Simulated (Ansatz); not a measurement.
# Zone-centre phonons of TaSi2: input and output

Computed with DFT PBEsol, scalar-relativistic, plane waves, PAW (Ansatz 0.2.0).

Launched with:
```bash
ansatz run input.yaml --threads 4 --pin off --max-ram 12288MiB --backend cpu --events-out ev --progress --plain --runs-dir out
```

Input (bare energies are in eV):
```yaml
crystal:
  lattice:
    - [4.7583353198, 0.0, 0.0]
    - [-2.3791676599, 4.1208392667, 0.0]
    - [0.0, 0.0, 6.5651288654]
  atoms:
    - { symbol: Ta, position: [0.5, 0.0, 0.0] }
    - { symbol: Ta, position: [0.5, 0.5, 0.6666666667] }
    - { symbol: Ta, position: [0.0, 0.5, 0.3333333333] }
    - { symbol: Si, position: [0.1597348068, 0.3194696136, 0.0] }
    - { symbol: Si, position: [0.8402651932, 0.1597348068, 0.6666666667] }
    - { symbol: Si, position: [0.6805303864, 0.8402651932, 0.3333333333] }
    - { symbol: Si, position: [0.8402651932, 0.6805303864, 0.0] }
    - { symbol: Si, position: [0.1597348068, 0.8402651932, 0.6666666667] }
    - { symbol: Si, position: [0.3194696136, 0.1597348068, 0.3333333333] }
basis:
  ecutwfc: 420
kpoints:
  mp_grid: { grid: [12, 12, 6] }
hamiltonian:
  xc: pbesol
scf:
  occupations: { method: fermi_dirac, width: 0.15 }
output:
  eigenvalues: true
phonons:
  method: dfpt
  eigenvectors: true
```

Results section of the output:
```
--- Phonons (Γ-DFPT): 6 representative perturbations + reference, on 242 of 864 k-points (Σ response iterations 18) ---
  k mesh reduced under 2 symmetry operations, with k and −k counted as one. Each operation leaves every solved displacement unchanged or reverses it
  ASR residual: 4.456e-4 → 0.000e0 eV/Å²; symmetrization residual: 1.337e-6 eV/Å²
  ASR residual per site (eV/Å²): 4.46e-4 4.25e-4 4.25e-4 2.34e-5 2.03e-5 2.03e-5 2.34e-5 2.03e-5 2.03e-5
  Γ frequencies (cm⁻¹): 0.00 0.00 0.00 106.38 148.05 148.05 154.46 154.46 165.47 228.25 228.25 233.64 252.38 263.74 263.74 298.92 299.75 299.75 346.50 346.50 362.51 362.51 364.33 373.64 376.13 409.51 409.51
  non-analytic LO–TO correction: not included (Born effective charges unavailable; polar crystals: no LO–TO splitting at Γ)
```

Time: 8.9 min on 4 threads of AMD EPYC 7571, on a shared host, peak memory 4.1 GiB.

In a metal, frequencies and elastic constants depend on the k mesh and the smearing, soft modes and shear constants most. Spin–orbit coupling is left out, which can shift energies with elements as heavy as these.